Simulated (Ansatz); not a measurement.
# Bi: a sweep of LAPW's plane-wave cutoff

How much do the results for Bi depend on LAPW's plane-wave cutoff?

Program: Ansatz 0.2.0. Level of theory: DFT, PBE, all-electron LAPW, scalar-relativistic. These are calculated values, not measurements.

### Step 1. The starting structure

It takes space group C2/m (No. 12, monoclinic). The conventional cell has a = 6.673 Å, b = 6.111 Å, c = 3.300 Å, α = 90.00°, β = 110.41°, γ = 90.00°. Bi (site symmetry m) has 6 Bi at 3.15 to 3.31 Å as nearest neighbours.

Coordinates:

```cif
data_structure
_symmetry_space_group_name_H-M 'P 1'
_symmetry_Int_Tables_number 1
_cell_length_a 4.5240
_cell_length_b 4.5240
_cell_length_c 3.3001
_cell_angle_alpha 104.904
_cell_angle_beta 104.904
_cell_angle_gamma 84.968
_cell_volume 63.06
loop_
_atom_site_label
_atom_site_type_symbol
_atom_site_fract_x
_atom_site_fract_y
_atom_site_fract_z
_atom_site_occupancy
Bi1 Bi 0.25180 0.25180 0.14900 1
Bi2 Bi 0.74820 0.74820 0.85100 1
```

The geometry is a database entry used as it stands. It may stem from high pressure or temperature, or be incomplete, so it serves as a test cell.

Atoms are numbered in the order of the input: Bi1, Bi2.

### Step 2. With plane-wave cutoff typed as 150 eV

input.yaml reads:

```yaml
crystal:
  lattice:
    - [3.33628, -3.0554, 0.0]
    - [3.33628, 3.0554, 0.0]
    - [-1.15098, 0.0, 3.09291]
  atoms:
    - { symbol: Bi, position: [0.2518, 0.2518, 0.149] }
    - { symbol: Bi, position: [0.7482, 0.7482, 0.851] }
kpoints:
  mp_grid: { grid: [8, 8, 11] }
scf:
  occupations: { method: fermi_dirac, width: 0.05 }
hamiltonian:
  xc: pbe
  pseudopotentials: { kind: all_electron, lapw: { basis_error: 0.00025 } }
output:
  forces: true
  stress: true
  eigenvalues: true
basis:
  ecutwfc: 150
```

On the command line:

```console
$ ansatz run input.yaml --threads 1 --pin off --max-ram 2048MiB --backend cpu --events-out ev --progress --plain --runs-dir out
```

### Step 3. With plane-wave cutoff typed as 180 eV

input.yaml, as its differences from that of step 2:

```diff
@@ -20,2 +20,2 @@
 basis:
-  ecutwfc: 150
+  ecutwfc: 180
```

### Step 4. With plane-wave cutoff typed as 220 eV

input.yaml, as its differences from that of step 3:

```diff
@@ -20,2 +20,2 @@
 basis:
-  ecutwfc: 180
+  ecutwfc: 220
```

### Step 5. With plane-wave cutoff typed as 320 eV

input.yaml, as its differences from that of step 4:

```diff
@@ -20,2 +20,2 @@
 basis:
-  ecutwfc: 220
+  ecutwfc: 320
```

(Steps that only read results are left out.)

What does the calculation give? Wanted: energy error of the loosest run; pressure, lowest to highest.

**Answer**, as computed:

| quantity | value |
| --- | --- |
| energy error of the loosest run (LAPW) | 2.8 meV/atom |
| within 1 meV/atom from | cutoff 180 eV |
| pressure, lowest to highest (LAPW) | 4.09 to 4.12 GPa |

At the loosest setting in the table the energy misses the tightest run by 2.8 meV/atom; from cutoff 180 eV on, all lie within 1 meV/atom of it. The energy falls at every step, as a growing basis should make it. The pressure spans 0.03 GPa (LAPW). The tightest run took 2.1 min against 60 s for the loosest. Spin-orbit coupling is left out, though the cell holds Bi; in elements this heavy it can shift bands and gaps by tenths of an eV.
